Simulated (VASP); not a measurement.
W: vibrations by finite differences with PBE

W:

```
CELL_PARAMETERS angstrom
-1.59294 1.59294 1.59294
1.59294 -1.59294 1.59294
1.59294 1.59294 -1.59294
ATOMIC_POSITIONS crystal
W 0.00000 0.00000 0.00000
```

| Item | Value |
| --- | --- |
| Program | VASP 6.6.1 |
| Task | vibrations by finite differences |
| Functional | PBE |
| Potentials or basis | VASP PAW PBE potentials, release 64 (W_sv) |
| Cutoff | 520 eV |
| k mesh | 18 × 18 × 18 |
| Occupations | gaussian, width 0.1 eV |
| Spin | no spin polarisation |
| Ions in elastic constants | relaxed |
| Further INCAR settings | ALGO = Normal; EDIFF = 1e-08; NBANDS = 13; IBRION = 6; POTIM = 0.015; NSW = 1; ISIF = 3 |

| Item | Value |
| --- | --- |
| Elastic constants C11, C12, C44 | 489, 215, 139 GPa |
| Voigt bulk modulus | 306 GPa |

Elastic tensor in Voigt notation (GPa, in the Cartesian axes of the cell as first typed):
```
489 215 215   0   0   0
215 489 215   0   0   0
215 215 489   0   0   0
  0   0   0 139   0   0
  0   0   0   0 139   0
  0   0   0   0   0 139
```

Clamped-ion elastic tensor (GPa):
```
489 215 215   0   0   0
215 489 215   0   0   0
215 215 489   0   0   0
  0   0   0 139   0   0
  0   0   0   0 139   0
  0   0   0   0   0 139
```

Wall time 78 min on 1 thread of AMD EPYC 7R43 64-Core Processor (Zen 3), with other jobs on the host, peak memory 0.6 GiB.

Caveat: elastic constants of metals need much finer meshes, so these are rough. The run has no spin-orbit coupling, so splittings on W are missing.
